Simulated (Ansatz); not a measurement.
Born–Oppenheimer molecular dynamics of a periodic cell of 16 atoms, MgO (host MgO, host structure Fm-3m). It starts from a structure without forces on its atoms.

These are results of DFT LDA, scalar-relativistic, plane waves, PAW in Ansatz, not measurements. Settings: cutoff 420 eV, k mesh 2x2x2, fermi-dirac smearing 0.05 eV, no spin polarisation.

| Property | Result |
| --- | --- |
| ensemble | NVT, Langevin thermostat |
| time step | 1 fs |
| steps asked | 190 |
| set temperature | 900 K |
| friction | 0.01 /fs |
| seed | 457179 |

First frame:

```xyz
16
Lattice="0.0000 3.9800 3.9800 3.9800 0.0000 3.9800 3.9800 3.9800 0.0000" Properties=species:S:1:pos:R:3
Mg 0.000 0.000 0.000
O 1.990 1.990 1.990
Mg 1.990 1.990 0.000
O 3.980 3.980 1.990
Mg 1.990 0.000 1.990
O 3.980 1.990 3.980
Mg 3.980 1.990 1.990
O 5.970 3.980 3.980
Mg 0.000 1.990 1.990
O 1.990 3.980 3.980
Mg 1.990 3.980 1.990
O 3.980 5.970 3.980
Mg 1.990 1.990 3.980
O 3.980 3.980 5.970
Mg 3.980 3.980 3.980
O 5.970 5.970 5.970
```

(1) What does the run give?

(2) What happens to the structure?

(3) How do temperature and energy run in time?

## Answers

(1) The run went to its last step.

| Quantity | Value |
| --- | --- |
| steps done | 190 |
| time covered | 190 fs |
| mean temperature over the second half | 884 K |
| spread of the potential energy over the second half | 21.1 meV per atom |
| mean potential energy of the second half above the start | 117.1 meV per atom |

A run of 0.19 ps of so small a system gives no equilibrium averages. Limits of this set-up: coarse k mesh.

(2) Mean squared displacements from the first frame to the last, about the centre of mass: Mg 0.01 Å², O 0.02 Å². Another seed would give other details.

(3) 
```csv
time (fs),T (K),potential energy less start (eV)
0.0,844,0.000
15.0,187,1.444
30.0,637,0.808
45.0,552,1.603
60.0,847,1.287
75.0,906,1.479
90.0,642,2.243
105.0,893,1.717
120.0,743,1.862
135.0,778,1.789
150.0,1002,1.484
165.0,1048,1.855
180.0,711,2.561
```

Run time: 9.1 min on 1 thread of Arm Neoverse V1, on a shared host, peak memory 0.44 GiB.
